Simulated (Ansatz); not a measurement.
Equation of state of RbCl

```cif
data_structure
_symmetry_space_group_name_H-M 'Fm-3m'
_symmetry_Int_Tables_number 225
_cell_length_a 6.5480
_cell_length_b 6.5480
_cell_length_c 6.5480
_cell_angle_alpha 90.000
_cell_angle_beta 90.000
_cell_angle_gamma 90.000
_cell_volume 280.75
loop_
_atom_site_label
_atom_site_type_symbol
_atom_site_symmetry_multiplicity
_atom_site_Wyckoff_symbol
_atom_site_fract_x
_atom_site_fract_y
_atom_site_fract_z
_atom_site_occupancy
Rb1 Rb 4 a 0.00000 0.00000 0.00000 1
Cl1 Cl 4 b 0.50000 0.00000 0.00000 1
```

The runs use the primitive cell with vectors (0.000, 3.274, 3.274), (3.274, 0.000, 3.274), (3.274, 3.274, 0.000) Å, to which the k mesh refers.

The cell is COD entry 8103714, as deposited and not checked against the literature; nothing was relaxed. It differs from other determinations.

Levels of theory: DFT, PBE, all-electron LAPW, scalar-relativistic (Ansatz 0.2.0); DFT, PBE, PAW with Ansatz's default frozen-core files, scalar-relativistic (Ansatz 0.2.0).

For LAPW: a Γ-centred 7×7×7 k mesh, Fermi–Dirac smearing of 0.02 eV, basis error target 1 meV/atom, no spin polarisation. PAW takes a cutoff of 420 eV at this cell. The Ansatz runs share mesh, smearing and spin set-up. Plane-wave (PAW) pressures include the program's estimate of the Pulay term.

The cell above is scaled evenly, with fractional coordinates and shape held.

| V/V(cell) | V (Å³/atom) | P, LAPW (GPa) | P, PAW (GPa) | gap on the k mesh, LAPW (eV) | free energy over the lowest listed, PAW (meV/atom) |
| --- | --- | --- | --- | --- | --- |
| 0.9500 | 33.340 | 2.29 | 2.29 | 5.22 | 26.2 |
| 0.9750 | 34.217 | ? | ? | ? | ? |
| 1.0000 | 35.094 | 1.15 | 1.15 | 5.05 | 7.7 |
| 1.0250 | 35.972 | 0.69 | 0.69 | 4.97 | 2.7 |
| 1.0500 | 36.849 | 0.29 | 0.29 | 4.89 | 0.0 |

Problem. Fill in the row V/V(cell) = 0.9750.

Solution. P, LAPW (GPa) = 1.68, P, PAW (GPa) = 1.68, gap on the k mesh, LAPW (eV) = 5.13, free energy over the lowest listed, PAW (meV/atom) = 15.4.
